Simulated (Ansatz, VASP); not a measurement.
One calculation of SnO2, two programs

The input INCAR:

```
PREC = Accurate
ENCUT = 520
EDIFF = 1E-6
ISMEAR = 0
SIGMA = 0.1
LREAL = False
LASPH = True
NELM = 100
ALGO = Normal
ISIF = 2
LWAVE = False
LCHARG = True
LDIPOL = True
IDIPOL = 3
DIPOL = 0.5 0.5 0.282
GGA = PE
IVDW = 12
LELF = True
LVHAR = True
LVACPOTAV = True
NBANDS = 35
```

KPOINTS

```
Automatic mesh
0
Gamma
  14 14 1
```

File POSCAR:

```
SnO2
1.0
    2.8139232088      0.0000000000      0.0000000000
    0.0000000000      2.8139232088      0.0000000000
    0.0000000000      0.0000000000     37.2423195897
Sn O
2 4
Direct
    0.0000000000      0.0000000000      0.2243177983
    0.5000000000      0.5000000000      0.3395568537
    0.5000000000      0.5000000000      0.2557109974
    0.5000000000      0.5000000000      0.1921529895
    0.0000000000      0.0000000000      0.3717216626
    0.0000000000      0.0000000000      0.3081636546
```

Input for Ansatz:

```yaml
crystal:
  lattice:
    - [2.8139232088, 0.0, 0.0]
    - [0.0, 2.8139232088, 0.0]
    - [0.0, 0.0, 37.2423195897]
  atoms:
    - { symbol: Sn, position: [0.0, 0.0, 0.2243177983] }
    - { symbol: Sn, position: [0.5, 0.5, 0.3395568537] }
    - { symbol: O, position: [0.5, 0.5, 0.2557109974] }
    - { symbol: O, position: [0.5, 0.5, 0.1921529895] }
    - { symbol: O, position: [0.0, 0.0, 0.3717216626] }
    - { symbol: O, position: [0.0, 0.0, 0.3081636546] }
  periodic: [true, true, false]
basis:
  ecutwfc: 420
kpoints:
  mp_grid: { grid: [14, 14, 1] }
  band_path:
    path: [[0.0, 0.0, 0.0], [0.0, 0.5, 0.0], [0.5, 0.5, 0.0], [0.0, 0.0, 0.0]]
    npoints: 14
hamiltonian:
  xc: pbe
  dispersion: d3bj
scf:
  occupations: { method: gaussian, width: 0.1 }
  n_extra_bands: 15
output:
  forces: true
  stress: true
  eigenvalues: true
  populations: true
  dos: { projected: true, de: 0.02, nscf_kmesh: { grid: [17, 17, 1] } }
  bader: true
  write_density: true
  write_potential: true
  elf: true
  volumetric_format: npy
```

The cell was built by a generator and needn't be a form met in nature.

Alike in both runs: task single point; functional PBE; dispersion D3(BJ); k mesh 14 × 14 × 1; occupations gaussian, width 0.1 eV; no spin polarisation.

|  | VASP | Ansatz |
| --- | --- | --- |
| version | VASP 6.6.1 | Ansatz 0.2.0 |
| potentials or method | VASP PAW PBE potentials, release 64 (Sn_d, O) | scalar-relativistic, plane waves, PAW |
| plane-wave cutoff (eV) | 520 | 420 |
| valence electrons in the cell | 52 | 52 |

```tsv
	VASP	Ansatz	Ansatz less VASP
gap on the k mesh at the Fermi level (eV)	none	none	-
rms of the force components (eV/Å)	0.016	0.000	-0.0154
dispersion energy (meV/atom)	-177.4	-177.3	+0.02
```

Atom by atom the forces differ by 0.016 eV/Å (rms over components). A gap of «none» marks a metal or a gap that the smearing closes. Ansatz warned: «xc_potential_rough_in_thin_density».
